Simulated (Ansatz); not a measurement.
# GaN: the cost of one run

Computed with Ansatz 0.2.0 (DFT PBE, scalar-relativistic, plane waves, PAW, unless a step's input says otherwise).

## (1) Starting point

Symmetry: P4_12_12, No. 92, tetragonal system. Conventional cell: a = 5.116 Å, b = 5.116 Å, c = 2.793 Å, α = 90.00°, β = 90.00°, γ = 90.00°. Ga (site symmetry 2) has 4 N at 1.82 to 1.87 Å as nearest neighbours. N (site symmetry 2) has 4 Ga at 1.82 to 1.87 Å as nearest neighbours.

Structure file:

```
Ga N
1.0
     5.11566    0.00000    0.00000
     0.00000    5.11566    0.00000
     0.00000    0.00000    2.79271
Ga N
4 4
Direct
  0.66924 0.66924 0.50000
  0.16924 0.83076 0.25000
  0.33076 0.33076 0.00000
  0.83076 0.16924 0.75000
  0.83076 0.83076 0.00000
  0.33076 0.66924 0.75000
  0.16924 0.16924 0.50000
  0.66924 0.33076 0.25000
```

Recipe of the guess: 4-connected net, two elements alternating (P4_12_12, No. 92). The dimensions are guesses.

## (2) A first look at the guess

File input.yaml:

```yaml
crystal:
  lattice:
    - [5.11566326, 0.0, 0.0]
    - [0.0, 5.11566326, 0.0]
    - [0.0, 0.0, 2.79270584]
  atoms:
    - { symbol: Ga, position: [0.66924326, 0.66924326, 0.5] }
    - { symbol: Ga, position: [0.16924326, 0.83075674, 0.25] }
    - { symbol: Ga, position: [0.33075674, 0.33075674, 0.0] }
    - { symbol: Ga, position: [0.83075674, 0.16924326, 0.75] }
    - { symbol: "N", position: [0.83075674, 0.83075674, 0.0] }
    - { symbol: "N", position: [0.33075674, 0.66924326, 0.75] }
    - { symbol: "N", position: [0.16924326, 0.16924326, 0.5] }
    - { symbol: "N", position: [0.66924326, 0.33075674, 0.25] }
basis:
  ecutwfc: 420
kpoints:
  mp_grid: { grid: [4, 4, 6] }
hamiltonian:
  xc: pbe
scf:
  occupations: { method: gaussian, width: 0.1 }
  lower_state_search: "off"
output:
  forces: true
  stress: true
  eigenvalues: true
```

Started as:

```sh
> ansatz run input.yaml --threads 1 --pin off --max-ram 2560MiB --backend cpu --events-out ev --progress --plain --runs-dir out
```

What time and memory should one allow on 1 thread of Arm Neoverse V1, shared host?

About 7.5 s, with a peak of 0.32 GiB.
